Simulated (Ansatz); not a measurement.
## AlN under changes of volume

One of the cells (10.451 Å³/atom); the others are scaled copies at fixed shape and fractional positions:

```
CELL_PARAMETERS angstrom
3.11300 0.00000 0.00000
-1.55650 2.69594 0.00000
0.00000 0.00000 4.98100
ATOMIC_POSITIONS crystal
Al 0.66667 0.33333 0.50000
Al 0.33333 0.66667 0.00000
N 0.66667 0.33333 0.88000
N 0.33333 0.66667 0.38000
```

* Program: Ansatz 0.2.0
* Functional: PBE
* Potentials or basis: PseudoDojo standard (PBE files)
* Cutoff: 1143 eV
* Density cutoff: 4572 eV
* k mesh: 10 × 10 × 6
* Occupations: fermi-dirac, width 0.05 eV
* Spin: no spin polarisation

```csv
volume (Å³/atom),energy over the lowest point (meV/atom),pressure (GPa),gap on the mesh (eV),largest force (eV/Å)
9.824,?,?,?,?
10.033,22.11,12.5,4.58,0.163
10.242,8.97,7.7,4.40,0.146
10.451,1.79,3.4,4.22,0.131
10.660,0.00,-0.6,4.05,0.116
10.869,3.11,-4.1,3.88,0.102
11.078,10.68,-7.4,3.72,0.089
```

What does the run at 9.824 Å³/atom give?

Energy over the lowest point 41.82 meV/atom; pressure 17.8 GPa; gap on the mesh 4.77 eV; largest force 0.180 eV/Å.

Worked out: A Birch-Murnaghan fit of order 3 (a polynomial in V^(-2/3)) to the other rows has its minimum at 10.63 Å³/atom with B0 = V·E''(V) = 194 GPa and B' = 3.9 at fixed shape and positions, which overstates the stiffness. It gives 41.80 meV/atom at 9.824 Å³/atom, against the run's 41.82, and -dE/dV = 17.8 GPa, against 17.8. A straight line through the other rows of the gap, of slope -8.7 eV per unit of ln V (its deformation potential), extrapolates to 4.76 eV, against the run's 4.77.

Energies are extrapolated to zero smearing.

A mesh can miss the band edges.
